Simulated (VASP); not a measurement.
HfB2: band structure with optPBE-vdW

The system is HfB2.

```xyz
3
Lattice="3.1400 0.0000 0.0000 -1.5700 2.7193 0.0000 0.0000 0.0000 3.4800" Properties=species:S:1:pos:R:3 pbc="T T T"
Hf    3.0879    0.0126    3.4593
B     1.5719    0.9192    1.6954
B    -0.1247    1.8776    1.7636
```

The cell isn't the ideal one: atoms moved at random, drawn with an rms of 0.1 Å.

* Program: VASP 6.6.1
* Task: band structure
* Functional: optPBE-vdW
* Potentials or basis: VASP PAW PBE potentials, release 64 (Hf_pv, B)
* Cutoff: 520 eV
* k mesh: 10 × 10 × 8
* Occupations: gaussian, width 0.05 eV
* Spin: no spin polarisation
* Further INCAR settings: ALGO = Normal; EDIFF = 1.00e-06; NBANDS = 15; ISYM = 0

```yaml
Band_gap_along_the_path: none (metal or under the smearing width)
```

Levels at the corners of the path, in eV from the Fermi level:
```csv
point,band 5,band 6,band 7,band 8,band 9,band 10,band 11,band 12
Γ,-3.38,-2.92,-2.67,-2.18,3.85,3.99,4.20,4.33
M,-8.84,-3.82,-3.12,-2.61,1.73,2.78,5.39,5.72
K,-8.11,-7.39,-2.86,-2.14,1.71,1.91,3.53,9.24
Γ,-3.38,-2.92,-2.67,-2.18,3.85,3.99,4.20,4.33
A,-8.22,-1.96,-0.26,-0.09,0.93,1.10,1.13,2.31
L,-7.70,-4.78,-4.70,-2.34,4.09,4.15,6.24,7.06
H,-8.76,-5.32,-3.21,-2.86,4.54,5.46,6.76,6.93
A,-8.22,-1.96,-0.26,-0.09,0.93,1.10,1.13,2.31
L,-7.70,-4.78,-4.70,-2.34,4.09,4.15,6.24,7.06
M,-8.84,-3.82,-3.12,-2.61,1.73,2.78,5.39,5.72
K,-8.11,-7.39,-2.86,-2.14,1.71,1.91,3.53,9.24
H,-8.76,-5.32,-3.21,-2.86,4.54,5.46,6.76,6.93
```

Run time: 2.1 min on 1 thread of AMD EPYC 7R13 Processor (Zen 3), on a shared host, peak memory 0.26 GiB.

Caveat: the log is that of the step along the path at fixed density, whose energy, stress, charges and moments have no meaning; spin-orbit coupling is left out, which moves the levels of the heavy elements.
